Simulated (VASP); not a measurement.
**A VASP 6.6.1 relaxation on MgS**

INCAR

```
PREC = Accurate
LWAVE = .FALSE.
ISIF = 7
NSW = 40
IBRION = 2
LREAL = .FALSE.
GGA = PE
EDIFF = 0.0001
SIGMA = 0.02
NBANDS = 11
NELM = 120
LASPH = .TRUE.
ISMEAR = -1
EDIFFG = -5E-3
LCHARG = .FALSE.
ENCUT = 600
```

KPOINTS

```
KPOINTS created by Atomic Simulation Environment
0
Gamma
8 8 8
0 0 0
```

POSCAR

```
Mg S
 1.0000000000000000
     0.0000000000000000    2.7085810529000001    2.7085810529000001
     2.7085810529000001    0.0000000000000000    2.7085810529000001
     2.7085810529000001    2.7085810529000001    0.0000000000000000
 Mg  S
   1   1
Cartesian
  0.0000000000000000  0.0000000000000000  0.0000000000000000
  1.3542905264500000  1.3542905264500000  1.3542905264500000
```

The recommended PBE PAW datasets give the neutral cell 8 valence electrons.

Command

```
mpirun -np 1 vasp_std
```

Task: How does this run end, and what does it give?

Result: It converged. Results: relaxed cell vector lengths 4.025, 4.025, 4.025 Å; relaxed cell volume 46.11 Å³.

OSZICAR

```
N       E                     dE             d eps       ncg     rms          rms(c)
DAV:   1     0.274836337135E+02    0.27484E+02   -0.38177E+03   646   0.667E+02
DAV:   2    -0.700259575199E+01   -0.34486E+02   -0.32895E+02   769   0.107E+02
DAV:   3    -0.877342803354E+01   -0.17708E+01   -0.17680E+01   791   0.268E+01
DAV:   4    -0.878572669744E+01   -0.12299E-01   -0.12298E-01   720   0.260E+00
DAV:   5    -0.878586804565E+01   -0.14135E-03   -0.14135E-03   794   0.277E-01    0.442E+00
DAV:   6    -0.831159940629E+01    0.47427E+00   -0.10694E+00   677   0.405E+00    0.351E+00
DAV:   7    -0.826931417133E+01    0.42285E-01   -0.28883E-01   743   0.227E+00    0.273E+00
DAV:   8    -0.827583937944E+01   -0.65252E-02   -0.19827E-02   698   0.868E-01    0.149E+00
DAV:   9    -0.827515457713E+01    0.68480E-03   -0.21570E-03   692   0.241E-01    0.373E-01
DAV:  10    -0.827531159659E+01   -0.15702E-03   -0.41583E-04   716   0.100E-01    0.777E-02
...
DAV:   2    -0.847264284800E+01    0.64204E-05   -0.17363E-05   328   0.192E-02
   8 F= -.84726428E+01 E0= -.84726428E+01  d E =-.977501E-05
       N       E                     dE             d eps       ncg     rms          rms(c)
DAV:   1    -0.847265063656E+01   -0.13682E-05   -0.60177E-05   325   0.409E-02    0.105E-02
DAV:   2    -0.847264611626E+01    0.45203E-05   -0.11827E-05   328   0.150E-02
   9 F= -.84726461E+01 E0= -.84726461E+01  d E =-.130433E-04
       N       E                     dE             d eps       ncg     rms          rms(c)
DAV:   1    -0.847264744432E+01    0.31922E-05   -0.10204E-05   322   0.171E-02    0.540E-03
DAV:   2    -0.847264624633E+01    0.11980E-05   -0.25092E-06   328   0.694E-03
  10 F= -.84726462E+01 E0= -.84726462E+01  d E =-.131733E-04
```

Standard output (part)

```
POSCAR found type information on POSCAR MgS
 POSCAR found :  2 types and       2 ions
 LDA part: xc-table for (Slater+PW92), standard interpolation
 POSCAR, INCAR and KPOINTS ok, starting setup
 WAVECAR not read
 entering main loop
 curvature:   0.00 expect dE= 0.000E+00 dE for cont linesearch  0.000E+00
 search vector abs. value=  0.562E+00
 bond charge predicted
 trial-energy change:   -0.180470  1 .order   -0.205562   -0.562168    0.151043
 bond charge predicted
 curvature:  -0.38 expect dE=-0.230E-04 dE for cont linesearch -0.230E-04
 ZBRENT: interpolating
 opt :   0.7635  next Energy=    -8.472849 (dE=-0.198E+00)
 bond charge predicted
 curvature:  -0.45 expect dE=-0.132E-04 dE for cont linesearch -0.132E-04
 ZBRENT: accuracy reached
 search vector abs. value=  0.293E-04
 bond charge predicted
 ZBRENT: can't locate minimum, use default step
 bond charge predicted
 curvature:  -2.73 expect dE=-0.948E-03 dE for cont linesearch -0.948E-03
 ZBRENT: interpolating
 opt :   1.8934  next Energy=    -8.472672 (dE=-0.391E-04)
 bond charge predicted
 curvature:  -0.07 expect dE=-0.180E-05 dE for cont linesearch -0.180E-05
 ZBRENT: interpolating
 opt :   1.5531  next Energy=    -8.472639 (dE=-0.589E-05)
 bond charge predicted
 curvature:  -0.18 expect dE=-0.965E-05 dE for cont linesearch -0.965E-05
 ZBRENT: bisectioning
 opt :   1.2529  next Energy=    -8.472656 (dE=-0.233E-04)
 bond charge predicted
 curvature:  -0.25 expect dE=-0.553E-05 dE for cont linesearch -0.553E-05
...
```

| ionic step | ΔE (meV/atom) | volume (Å³) | largest force (eV/Å) | pressure (GPa) | electronic steps |
| --- | --- | --- | --- | --- | --- |
| 1 | 0.0 | 39.74 | 0.000 | 11.24 | 11 |
| 2 | -90.2 | 48.31 | 0.000 | -2.48 | 6 |
| 3 | -98.8 | 46.05 | 0.000 | 0.10 | 4 |
| 4 | -98.7 | 46.18 | 0.000 | -0.07 | 3 |
| 5 | -98.7 | 46.12 | 0.000 | -0.12 | 2 |
| 6 | -98.6 | 45.93 | 0.000 | 0.24 | 3 |
| 7 | -98.7 | 46.05 | 0.000 | 0.07 | 3 |
| 8 | -98.7 | 46.08 | 0.000 | 0.10 | 2 |
| 9 | -98.7 | 46.10 | 0.000 | 0.06 | 2 |
| 10 | -98.7 | 46.11 | 0.000 | 0.03 | 2 |

 The volume moved far on the plane waves of the start cell, so a restart from CONTCAR is due.

For comparison, a separate PBE relaxation on usual settings, not on those above, ends at 46.11 Å³.
